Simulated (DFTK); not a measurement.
Runs of DFTK 0.8.2 on MgO. Symmetry: Fm-3m, No. 225, cubic system. Conventional cell: a = 4.194 Å, b = 4.194 Å, c = 4.194 Å, α = 90.00°, β = 90.00°, γ = 90.00°. Around Mg (site symmetry m-3m) lie 6 O at 2.10 Å. O (site symmetry m-3m) has 6 Mg at 2.10 Å as nearest neighbours. The cell is a database's computed one.

```tsv
task	level	potentials or basis	k mesh	cutoff (eV)	SCF tolerance on the density	symmetries used	mesh quality	gap on the mesh (eV)	pressure (GPa)
band structure	r2SCAN	SG15 1.2 (PBE)	11 × 11 × 11	1225	1e-06	-	not flagged	(b)	2.5
band structure	PBEsol	SG15 1.2 (PBE)	11 × 11 × 11	1225	1e-06	-	not flagged	4.74	3.5
single point	PBE0	SG15 1.2 (PBE)	2 × 2 × 2	1225	1e-05	no	coarse	7.49	-
band structure	LDA	SG15 1.2 (PBE)	11 × 11 × 11	1225	1e-06	-	not flagged	(a)	-3.5
```

Alike in all rows: no spin polarisation; cell as given; smearing fermi-dirac 0.05 eV.

Fill in the values left out.

(a) 4.57; (b) 5.66.

Caveats: some runs use coarse meshes; the potentials were made for another functional, which shifts forces and pressure; the program's treatment of exact exchange at zero wave vector lowers gaps by one to five hundredths of an eV on this mesh and cutoff (some runs).

Runs at the PBE level aren't shown here.
